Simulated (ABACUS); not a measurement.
The system is TiC.

```
Ti C
1.0
     0.00000    2.16572    2.16572
     2.16572    0.00000    2.16572
     2.16572    2.16572    0.00000
Ti C
1 1
Cartesian
  0.0000 0.0000 0.0000
  2.1657 2.1657 2.1657
```

The cell is a database's computed one.

Base run:

```yaml
Program: ABACUS 3.10.1
Functional: PBE
Potentials_or_basis: PseudoDojo NC SR 0.4.1 PBE standard
Cutoff: 1143 eV
Density_cutoff: 4572 eV
Basis: plane waves
k_mesh: 11 × 11 × 11
Occupations: fermi-dirac, width 0.05 eV
Spin: no spin polarisation
```

Its results: band gap on the k mesh none (metal or under the smearing width); pressure 0.3 GPa.

Q: The run is repeated on the same cell with these changes: cutoff from 1143 eV to 1361 eV; density cutoff from 4572 eV to 5442 eV; basis from plane waves to DZP LCAO (the cutoffs set its grid). What comes out?

A: Band gap on the k mesh none (metal or under the smearing width); pressure 1.2 GPa.

Caveats: the atomic orbitals were generated for these runs and aren't a published set (some runs); the basis of atomic orbitals isn't converged, which shifts pressures, moduli and gaps (some runs).

Not every run made on this cell is shown here.
